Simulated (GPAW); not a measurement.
Write an ASE script for GPAW 26.7.0 that does the following.

| Quantity | Value |
| --- | --- |
| Task | equation of state |
| Functional | SCAN |
| Potentials or basis | GPAW PAW data sets (gpaw-data 1.2.1) |
| Cutoff | 800 eV |
| Basis | pw |
| k mesh | 7 × 7 × 7 |
| Occupations | fermi-dirac, width 0.05 eV |
| Spin | no spin polarisation |
| Maxiter | 150 |
| Eos scales | [0.94, 0.96, 0.98, 1.0, 1.02, 1.04, 1.06] |

The structure of MgS (Niningerite) lies in MgS.xyz:

```xyz
2
Lattice="0.0000000000 2.6016500000 2.6016500000 2.6016500000 0.0000000000 2.6016500000 2.6016500000 2.6016500000 0.0000000000" Properties=species:S:1:pos:R:3 pbc="T T T"
S      2.6016500000      2.6016500000      2.6016500000
Mg     0.0000000000      0.0000000000      0.0000000000
```

The input as run:

run.py

```python
from ase.eos import EquationOfState
from ase.io import Trajectory, read
from ase.units import GPa
from gpaw import GPAW, PW

atoms = read('MgS.xyz')

traj = Trajectory('eos.traj', 'w')
volumes, energies = [], []
for x in [0.94, 0.96, 0.98, 1.0, 1.02, 1.04, 1.06]:
    a = atoms.copy()
    a.set_cell(atoms.cell * x**(1 / 3), scale_atoms=True)
    calc = GPAW(mode=PW(800),
                xc='MGGA_X_SCAN+MGGA_C_SCAN',
                kpts={'size': (7, 7, 7), 'gamma': True},
                occupations={'name': 'fermi-dirac', 'width': 0.05},
                nbands=16,
                convergence={'density': 1e-05, 'energy': 1e-05},
                maxiter=150,
                txt=f'eos-{x:.2f}.txt')
    a.calc = calc
    energies.append(a.get_potential_energy(force_consistent=True))
    volumes.append(a.get_volume())
    p = -a.get_stress()[:3].mean() / GPa
    calc.write(f'eos-{x:.2f}.gpw')
    traj.write(a)
    print(f'{x:.2f} {volumes[-1]:10.4f} A^3 {energies[-1]:14.6f} eV {p:9.3f} GPa', flush=True)

v0, e0, B = EquationOfState(volumes, energies, eos='birchmurnaghan').fit()
print(f'V0 = {v0:.4f} A^3, E0 = {e0:.6f} eV, B0 = {B / GPa:.2f} GPa')
```

Potentials or basis: GPAW PAW data sets (gpaw-data 1.2.1), pw.

Command:

```bash
$ OMP_NUM_THREADS=1 python run.py
```

It gave:

```yaml
Equilibrium_volume: "17.57 Å³/atom (rough: see the caveat)"
Bulk_modulus: 81 GPa (rough)
```

Caveat: the points scatter about the fit; the PAW data sets were made with another functional, which shifts forces and pressure a little.

It took 5.1 min on 1 thread of Arm Neoverse V2, with other jobs on the host, peak memory 0.55 GiB.
